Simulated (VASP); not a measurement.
A run of VASP 6.6.1 is set up as follows.

The input INCAR:

```
ALGO     = Normal         # electronic algorithm
EDIFF    = 1E-6           # SCF threshold, eV
ENCUT    = 250            # plane-wave cutoff, eV
GGA      = PS             # functional
ISIF     = 2              # what is computed and relaxed
ISMEAR   = -1             # smearing method
KPAR     = 4            
LASPH    = T              # aspherical terms in the spheres
LCHARG   = F              # write CHGCAR
LREAL    = F              # projectors in reciprocal space
LWAVE    = F              # write WAVECAR
NBANDS   = 11             # bands
NELM     = 60             # most SCF steps
PREC     = Accurate       # precision mode
SIGMA    = 0.02           # smearing width, eV
```

The input KPOINTS:

```
k-points
0
Gamma
  7 7 7
```

File POSCAR:

```
AlAs
1.0
    0.0000000000      2.8304000000      2.8304000000
    2.8304000000      0.0000000000      2.8304000000
    2.8304000000      2.8304000000      0.0000000000
Al As
1 1
Direct
    0.0000000000      0.0000000000      0.0000000000
    0.2500000000      0.2500000000      0.2500000000
```

Potentials or basis: VASP PAW PBE potentials, release 64 (Al, As).

The run is started by

```bash
$ cat potpaw_PBE.64/Al/POTCAR potpaw_PBE.64/As/POTCAR > POTCAR
$ mpirun -np 4 vasp_std > vasp.out
```

(1) Estimate the band gap on the k mesh.

Results:

(1) 1.43 eV, indirect (least direct gap 1.98 eV).

Caveat: an odd mesh through Γ misses points on the zone boundary, where band edges often lie.
